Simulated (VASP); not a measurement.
# Re (Fm-3m) in VASP: notebook

One crystal, Re, is run at these levels: PBE; tasks: single point.

All numbers are computed with VASP 6.6.1; they aren't measurements. Logs are shortened: lines on timing, memory, paths and dates and some standing lists are left out, and cuts for length are marked.

## Step 1: The structure

The structure is cubic, space group Fm-3m (No. 225). Conventional cell: a = 3.950 Å, b = 3.950 Å, c = 3.950 Å, α = 90.00°, β = 90.00°, γ = 90.00°. Around Re (site symmetry m-3m) lie 12 Re at 2.79 Å.

This isn't the form of Re at room conditions, which is hcp.

## Step 2: Single point, PBE

File INCAR:

```
PREC = Accurate ; ENCUT = 520
EDIFF = 1E-6 ; ISMEAR = 0
SIGMA = 0.1 ; LREAL = F
LASPH = T ; NELM = 100
ALGO = Normal ; ISIF = 2
LWAVE = F ; LCHARG = F
GGA = PE ; NBANDS = 10
```

File KPOINTS:

```
Automatic mesh
0
Gamma
  8 8 8
```

File POSCAR:

```
Re
1.0
    0.0000000000      1.9750000000      1.9750000000
    1.9750000000      0.0000000000      1.9750000000
    1.9750000000      1.9750000000      0.0000000000
Re
1
Direct
    0.0000000000      0.0000000000      0.0000000000
```

Potentials or basis: VASP PAW PBE potentials, release 64 (Re).

Run with:

```
$ cat potpaw_PBE.64/Re/POTCAR > POTCAR
$ mpirun -np 1 vasp_std > vasp.out
```

OUTCAR:

```text
PREC = Accurate
   ENCUT = 520
   EDIFF = 1E-6
   ISMEAR = 0
   LREAL = F
   LASPH = T
   NELM = 100
   ISIF = 2
   GGA = PE

 ion  position               nearest neighbor table
   1  0.000  0.000  0.000-

  LATTYP: Found a face centered cubic cell.
 ALAT       =     3.9500000000

  Lattice vectors:

 A1 = (   0.0000000000,   1.9750000000,   1.9750000000)
 A2 = (   1.9750000000,   0.0000000000,   1.9750000000)
 A3 = (   1.9750000000,   1.9750000000,   0.0000000000)

Analysis of symmetry for initial positions (statically):
=====================================================================
 Subroutine PRICEL returns:
 Original cell was already a primitive cell.

 Routine SETGRP: Setting up the symmetry group for a
 face centered cubic supercell.

 Subroutine GETGRP returns: Found 48 space group operations
 (whereof 48 operations were pure point group operations)
 out of a pool of 48 trial point group operations.

The static configuration has the point symmetry O_h .

Analysis of symmetry for dynamics (positions and initial velocities):
=====================================================================
 Subroutine PRICEL returns:
 Original cell was already a primitive cell.

 Routine SETGRP: Setting up the symmetry group for a
 face centered cubic supercell.

 Subroutine GETGRP returns: Found 48 space group operations
 (whereof 48 operations were pure point group operations)
 out of a pool of 48 trial point group operations.

The dynamic configuration has the point symmetry O_h .

 Subroutine INISYM returns: Found 48 space group operations
 (whereof 48 operations are pure point group operations),
 and found     1 'primitive' translations

----------------------------------------------------------------------------------------

                                     Primitive cell

  volume of cell :      15.4075

  direct lattice vectors                    reciprocal lattice vectors
     0.000000000  1.975000000  1.975000000    -0.253164557  0.253164557  0.253164557
     1.975000000  0.000000000  1.975000000     0.253164557 -0.253164557  0.253164557
     1.975000000  1.975000000  0.000000000     0.253164557  0.253164557 -0.253164557

  length of vectors
     2.793071786  2.793071786  2.793071786     0.438493875  0.438493875  0.438493875

  position of ions in fractional coordinates (direct lattice)
     0.000000000  0.000000000  0.000000000

  ion indices of the primitive-cell ions
   primitive index   ion index
                 1           1

----------------------------------------------------------------------------------------

 KPOINTS: Automatic mesh

Automatic generation of k-mesh.
 Grid dimensions read from file:
 generate k-points for:    8    8    8

 Generating k-lattice:

  Cartesian coordinates                     Fractional coordinates (reciprocal lattice)
    -0.031645570  0.031645570  0.031645570     0.125000000  0.000000000  0.000000000
     0.031645570 -0.031645570  0.031645570     0.000000000  0.125000000  0.000000000
     0.031645570  0.031645570 -0.031645570     0.000000000  0.000000000  0.125000000

  Length of vectors
     0.054811734  0.054811734  0.054811734

  Shift w.r.t. Gamma in fractional coordinates (k-lattice)
     0.000000000  0.000000000  0.000000000

 Subroutine IBZKPT returns following result:
 ===========================================

 Found     29 irreducible k-points:

 Following reciprocal coordinates:
            Coordinates               Weight
  0.000000  0.000000  0.000000      1.000000
  0.125000  0.000000  0.000000      8.000000
  0.250000  0.000000  0.000000      8.000000
  0.375000  0.000000  0.000000      8.000000
  0.500000  0.000000  0.000000      4.000000
  0.125000  0.125000  0.000000      6.000000
[... 16 lines left out ...]
  0.500000  0.250000  0.125000     48.000000
 -0.375000  0.250000  0.125000     24.000000
 [... further k-points ...]
   k-points           NKPTS =     29   k-points in BZ     NKDIM =     29   number of bands    NBANDS=     10
   number of dos      NEDOS =    301   number of ions     NIONS =      1
   total plane-waves  NPLWV =  13824
   dimension x,y,z NGX =    24 NGY =   24 NGZ =   24
   dimension x,y,z NGXF=    48 NGYF=   48 NGZF=   48
   ions per type =               1
   NGX,Y,Z   is equivalent  to a cutoff of  14.28, 14.28, 14.28 a.u.
   NGXF,Y,Z  is equivalent  to a cutoff of  28.57, 28.57, 28.57 a.u.
 SYSTEM =  unknown system
   PREC   = accura    normal or accurate (medium, high low for compatibility)
   ISTART =      0    job   : 0-new  1-cont  2-samecut
   ICHARG =      2    charge: 1-file 2-atom 10-const
   ISPIN  =      1    spin polarized calculation?
   LNONCOLLINEAR =      F non collinear calculations
   LSORBIT =      F    spin-orbit coupling
   LASPH  =      T    aspherical Exc in radial PAW
   ENCUT  =  520.0 eV  38.22 Ry    6.18 a.u.   5.19  5.19  5.19*2*pi/ulx,y,z
   NELM   =    100;   NELMIN=  2; NELMDL= -5     # of ELM steps
   EDIFF  = 0.1E-05   stopping-criterion for ELM
   LREAL  =      F    real-space projection
   EDIFFG = 0.1E-04   stopping-criterion for IOM
   NSW    =      0    number of steps for IOM
   IBRION =     -1    ionic relax: 0-MD 1-quasi-New 2-CG
   NFREE  =      0    steps in history (QN), initial steepest desc. (CG)
   ISIF   =      2    stress and relaxation
   ISYM   =      2    0-nonsym 1-usesym 2-fastsym
   POTIM  = 0.5000    time-step for ionic-motion
   TEBEG  =    0.0;   TEEND  =   0.0 temperature during run
   PSTRESS=    0.0 pullay stress
   NELECT =       7.0000    total number of electrons
   NUPDOWN=      -1.0000    fix difference up-down
   EMIN   =  10.00;   EMAX   =-10.00  energy-range for DOS
   EFERMI =   0.00;   METHOD = LEGACY
   ISMEAR =     0;   SIGMA  =   0.10  broadening in eV -4-tet -1-fermi 0-gaus
   EFERMI_NEDOS =   21; number of points for ismear=-14 and -15
   IALGO  =     38    algorithm
   IMIX   =      4    mixing-type and parameters
     AMIX     =   0.40;   BMIX     =  1.00
     AMIX_MAG =   1.60;   BMIX_MAG =  1.00
  volume/ion in A,a.u.               =      15.41       103.97
  Fermi-wavevector in a.u.,A,eV,Ry     =   1.258531  2.378278 21.550255  1.583899
  Thomas-Fermi vector in A             =   2.392135
   LORBIT       =      0    0 simple, 1 ext, 2 COOP (PROOUT), +10 PAW based schemes
   GGA     = PE    functional components
   LHFCALC =     F    Hartree Fock is set to
   AEXX    =    0.0000 exact exchange contribution
   IVDW    =     0    specifies the selected vdW correction
   LEPSILON=     F    determine dielectric tensor
   LRPA    =     F    only Hartree local field effects (RPA)
 non-spin polarized calculation
 Gauss-broadening in eV      SIGMA  =   0.10
  energy-cutoff  :      520.00
  volume of cell :       15.41
 maximum number of plane-waves:       428
 NGX is ok and might be reduce to    24
   NGX = 11   NGY = 11   NGZ = 11

 number of electron       7.0000000 magnetization

 Free energy of the ion-electron system (eV)
  ---------------------------------------------------
  ext. energy  EPLUGINS =         0.00000000
  ---------------------------------------------------
  free energy    TOTEN  =       -12.32560787 eV

  energy without entropy =      -12.31948150  energy(sigma->0) =      -12.32254469

 E-fermi :   7.7604     XC(G=0): -13.4751

 val. band max:        7.7415187808   @ k =   0.5000   0.0000   0.0000
 cond. band min:       7.7943587189   @ k =   0.5000   0.2500   0.0000
 fundamental gap:      0.0528399381
 Fermi energy:         7.7603585433

 k-point     1 :       0.0000    0.0000    0.0000
  band No.  band energies     occupation
      1      -2.2220      2.00000
      2       5.7983      2.00000
      3       5.7983      2.00000
      4       5.7983      2.00000
      5       8.7799      0.00000
      6       8.7799      0.00000
      7      21.4350      0.00000
      8      26.8577      0.00000
      9      26.8577      0.00000
     10      26.8577      0.00000

 k-point     2 :       0.1250    0.0000    0.0000
  band No.  band energies     occupation
      1      -1.5544      2.00000
      2       5.3937      2.00000
      3       6.0790      2.00000
      4       6.0790      2.00000
      5       8.5910      0.00000
      6       8.5910      0.00000
      7      22.6382      0.00000
      8      24.4549      0.00000
      9      28.0680      0.00000
     10      28.0680      0.00000

 k-point     3 :       0.2500    0.0000    0.0000
  band No.  band energies     occupation
      1       0.0035      2.00000
      2       4.9920      2.00000
      3       6.2453      2.00000
      4       6.2453      2.00000
      5       8.9272      0.00000
      6       8.9272      0.00000
      7      21.3158      0.00000
      8      24.7592      0.00000
      9      31.1243      0.00000
     10      31.2174      0.00000

 k-point     4 :       0.3750    0.0000    0.0000
  band No.  band energies     occupation
      1       0.9491      2.00000
      2       5.8338      2.00000
      3       5.8338      2.00000
      4       6.2376      2.00000
      5      10.3193      0.00000
      6      10.3193      0.00000
      7      18.7357      0.00000
      8      22.2744      0.00000
      9      29.0055      0.00000
     10      29.0055      0.00000

 k-point     5 :       0.5000    0.0000    0.0000
  band No.  band energies     occupation
      1       1.0372      2.00000
      2       5.6137      2.00000
      3       5.6137      2.00000
      4       7.7415      1.21010
      5      11.1533      0.00000
      6      11.1533      0.00000
      7      16.9074      0.00000
      8      20.9430      0.00000
      9      27.1756      0.00000
     10      27.1756      0.00000

 k-point     6 :       0.1250    0.1250    0.0000
  band No.  band energies     occupation
      1      -1.3280      2.00000
      2       5.0403      2.00000
      3       6.3477      2.00000
      4       6.3477      2.00000
      5       7.8616      0.15215
      6       9.0750      0.00000
      7      23.1362      0.00000
      8      25.4156      0.00000
      9      27.2760      0.00000
     10      27.2760      0.00000

 k-point     7 :       0.2500    0.1250    0.0000
  band No.  band energies     occupation
      1      -0.0033      2.00000
      2       4.4229      2.00000
      3       6.3324      2.00000
      4       6.8010      2.00000
      5       7.9536      0.00628
      6       9.5018      0.00000
      7      23.1255      0.00000
      8      25.2852      0.00000
      9      28.1042      0.00000
     10      28.7816      0.00000

 k-point     8 :       0.3750    0.1250    0.0000
  band No.  band energies     occupation
      1       1.3268      2.00000
      2       4.7602      2.00000
      3       5.5255      2.00000
      4       6.5694      2.00000
      5       9.9253      0.00000
      6      10.6352      0.00000
      7      20.0464      0.00000
      8      23.7978      0.00000
      9      27.4909      0.00000
     10      29.3678      0.00000

 k-point     9 :       0.5000    0.1250    0.0000
  band No.  band energies     occupation
      1       1.6006      2.00000
      2       4.9522      2.00000
      3       6.1863      2.00000
      4       6.5190      2.00000
      5      11.2077      0.00000
      6      12.2350      0.00000
      7      16.7953      0.00000
      8      22.2709      0.00000
      9      26.6055      0.00000
     10      27.0232      0.00000
[... 118 lines left out ...]
 k-point    19 :       0.5000    0.3750    0.0000
  band No.  band energies     occupation
      1       1.6066      2.00000
      2       2.4334      2.00000
      3       7.8791      0.09319
      4       9.9739      0.00000
      5      11.5442      0.00000
      6      13.1816      0.00000
      7      17.9615      0.00000
      8      21.2652      0.00000
      9      21.9255      0.00000
     10      29.5437      0.00000

 k-point    20 :      -0.3750    0.3750    0.0000
  band No.  band energies     occupation
      1       2.2563      2.00000
      2       3.2908      2.00000
      3       6.5015      2.00000
      4       8.9675      0.00000
      5      10.8194      0.00000
      6      14.9436      0.00000
      7      17.0329      0.00000
      8      20.6478      0.00000
      9      23.6547      0.00000
     10      29.0101      0.00000

 k-point    21 :       0.5000    0.5000    0.0000
  band No.  band energies     occupation
      1       1.1663      2.00000
      2       1.9897      2.00000
      3      10.1951      0.00000
      4      11.1079      0.00000
      5      11.8418      0.00000
      6      11.8418      0.00000
      7      19.5003      0.00000
      8      19.5003      0.00000
      9      19.8158      0.00000
     10      29.1729      0.00000

 k-point    22 :       0.3750    0.2500    0.1250
  band No.  band energies     occupation
      1       1.3889      2.00000
      2       3.8962      2.00000
      3       5.5304      2.00000
      4       7.9048      0.04106
      5       7.9703      0.00299
      6      10.8805      0.00000
      7      22.4047      0.00000
      8      25.5472      0.00000
      9      26.2048      0.00000
     10      27.7843      0.00000

 k-point    23 :       0.5000    0.2500    0.1250
  band No.  band energies     occupation
      1       2.4723      2.00000
      2       4.2684      2.00000
      3       4.8146      2.00000
      4       7.4296      2.00000
      5       9.8298      0.00000
      6      12.8053      0.00000
      7      18.9650      0.00000
      8      23.9222      0.00000
      9      24.5078      0.00000
     10      29.2411      0.00000

 k-point    24 :      -0.3750    0.2500    0.1250
  band No.  band energies     occupation
      1       2.5985      2.00000
      2       4.0492      2.00000
      3       5.7148      2.00000
      4       7.1006      2.00000
      5      10.7331      0.00000
      6      14.5031      0.00000
      7      16.0081      0.00000
      8      23.6811      0.00000
      9      24.3459      0.00000
     10      27.2661      0.00000

 [... further k-points ...]
[... 5 lines left out ...]
  --------------------------------------------------------------------------------------
  -------------------------------------------------------------------------------------
  Total       -0.9706248     -0.9706248     -0.9706248      0.0000000      0.0000000      0.0000000
  in kB     -100.9324176   -100.9324176   -100.9324176      0.0000000      0.0000000      0.0000000
  external PRESSURE =    -100.9324176 kB  Pullay stress =       0.0000000 kB

 VOLUME and BASIS-vectors are now :
 -----------------------------------------------------------------------------
  energy-cutoff  :      520.00
  volume of cell :       15.41
      direct lattice vectors                 reciprocal lattice vectors
     0.000000000  1.975000000  1.975000000    -0.253164557  0.253164557  0.253164557
     1.975000000  0.000000000  1.975000000     0.253164557 -0.253164557  0.253164557
     1.975000000  1.975000000  0.000000000     0.253164557  0.253164557 -0.253164557

 POSITION                                       TOTAL-FORCE (eV/Angst)
 -----------------------------------------------------------------------------------
      0.00000      0.00000      0.00000        -0.000000      0.000000      0.000000
 -----------------------------------------------------------------------------------
    total drift:                               -0.000000      0.000000      0.000000

  FREE ENERGIE OF THE ION-ELECTRON SYSTEM (eV)
  ---------------------------------------------------
  free  energy   TOTEN  =       -12.3256078739 eV

  energy  without entropy=      -12.3194815023  energy(sigma->0) =      -12.32254469
```

It took 3.6 s on 1 thread of Intel Xeon Platinum 8488C (Sapphire Rapids), shared host; peak memory 0.14 GiB.

What came out:

```
Free energy            : -12.3256 eV
Pressure               : -10.1 GPa
Band gap on the k mesh : none (metal or under the smearing width)
```

## Step 3: Single point, PBE

This run uses another cell than the first one, of 15.01 Å³/atom, 0.974 times its volume.

File INCAR:

```
PREC = Accurate
ENCUT = 520
EDIFF = 1E-7
ISMEAR = 0
SIGMA = 0.1
LREAL = False
LASPH = True
NELM = 100
ALGO = Fast
ISIF = 2
LWAVE = False
LCHARG = False
GGA = PE
NBANDS = 10
```

File KPOINTS:

```
Automatic mesh
0
Gamma
  18 18 18
```

File POSCAR:

```
Re
1.0
    0.0000000000      1.9577236233      1.9577236233
    1.9577236233      0.0000000000      1.9577236233
    1.9577236233      1.9577236233      0.0000000000
Re
1
Direct
    0.0000000000      0.0000000000      0.0000000000
```

Potentials or basis: VASP PAW PBE potentials, release 64 (Re).

Run with:

```
$ cat potpaw_PBE.64/Re/POTCAR > POTCAR
$ mpirun -np 1 vasp_std > vasp.out
```

It took 22 s on 1 thread of Intel Xeon Platinum 8488C (Sapphire Rapids), shared host; peak memory 0.16 GiB.

It converged, with:

| Property | Result |
| --- | --- |
| Free energy | -12.3632 eV |
| Pressure | -0.6 GPa |
| Band gap on the k mesh | none (metal or under the smearing width) |

Levels at points of the mesh, in eV from the Fermi level:
| k point | band 2 | band 3 | band 4 | band 5 | band 6 | band 7 |
| --- | --- | --- | --- | --- | --- | --- |
| (0.00, 0.00, 0.00) | -1.85 | -1.85 | -1.85 | 1.24 | 1.24 | 13.91 |
| (0.50, 0.00, 0.00) | -2.05 | -2.05 | 0.20 | 3.71 | 3.71 | 9.70 |
| (0.50, 0.50, 0.00) | -5.79 | 2.73 | 3.66 | 4.44 | 4.44 | 12.13 |
